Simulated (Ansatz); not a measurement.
A relaxation computed with Ansatz, from input to last step.

```yaml
crystal:
  lattice:
    - [0.0, 2.5907471371, 2.5907471371]
    - [2.5907471371, 0.0, 2.5907471371]
    - [2.5907471371, 2.5907471371, 0.0]
  atoms:
    - { symbol: Ti, position: [0.0, 0.0, 0.0] }
    - { symbol: Al, position: [0.5, 0.5, 0.5] }
basis:
  ecutwfc: 420
kpoints:
  mp_grid: { grid: [14, 14, 14] }
hamiltonian:
  xc: pbe
scf:
  occupations: { method: gaussian, width: 0.1 }
output:
  forces: true
  stress: true
  eigenvalues: true
relax:
  adjacent_minimum: "off"
  f_tol: 0.01
  max_steps: 60
  cell: { stress_tol: 0.1 }
```

```bash
ansatz run input.yaml --threads 1 --pin off --max-ram 2560MiB --backend cpu --events-out ev --progress --plain --runs-dir out
```

Theory: DFT PBE, scalar-relativistic, plane waves, PAW (Ansatz 0.2.0).

Of 4 frames 4 are shown, positions in Å and forces in eV/Å; the SCF threshold varies from step to step. Steps run on the plane waves of an earlier cell, with a Pulay correction in the pressure. The basis is chosen afresh for the last frame, the zero of the energies, and at times for earlier ones too; energy and pressure step there, also at an unchanged geometry.

```xyz
2
Lattice="0.0000 2.5907 2.5907 2.5907 0.0000 2.5907 2.5907 2.5907 0.0000" Properties=species:S:1:pos:R:3:forces:R:3 pbc="T T T" step=1 free_energy_over_end_meV_per_atom=19.13 pressure_GPa=5.75
Ti    0.0000    0.0000    0.0000    0.0000    0.0000    0.0000
Al    2.5907    2.5907    2.5907    0.0000    0.0000    0.0000
2
Lattice="0.0000 2.6428 2.6428 2.6428 0.0000 2.6428 2.6428 2.6428 0.0000" Properties=species:S:1:pos:R:3:forces:R:3 pbc="T T T" step=2 free_energy_over_end_meV_per_atom=0.32 pressure_GPa=0.20
Ti    0.0000    0.0000    0.0000    0.0000    0.0000    0.0000
Al    2.6428    2.6428    2.6428    0.0000    0.0000    0.0000
2
Lattice="0.0000 2.6448 2.6448 2.6448 0.0000 2.6448 2.6448 2.6448 0.0000" Properties=species:S:1:pos:R:3:forces:R:3 pbc="T T T" step=3 free_energy_over_end_meV_per_atom=0.29 pressure_GPa=0.02
Ti    0.0000    0.0000    0.0000    0.0000    0.0000    0.0000
Al    2.6448    2.6448    2.6448    0.0000    0.0000    0.0000
2
Lattice="0.0000 2.6448 2.6448 2.6448 0.0000 2.6448 2.6448 2.6448 0.0000" Properties=species:S:1:pos:R:3:forces:R:3 pbc="T T T" step=4 free_energy_over_end_meV_per_atom=0.00 pressure_GPa=0.04
Ti    0.0000    0.0000    0.0000    0.0000    0.0000    0.0000
Al    2.6448    2.6448    2.6448    0.0000    0.0000    0.0000
```

The run took 8.9 s on 1 thread of Arm Neoverse V2 (shared host), peak memory 0.34 GiB.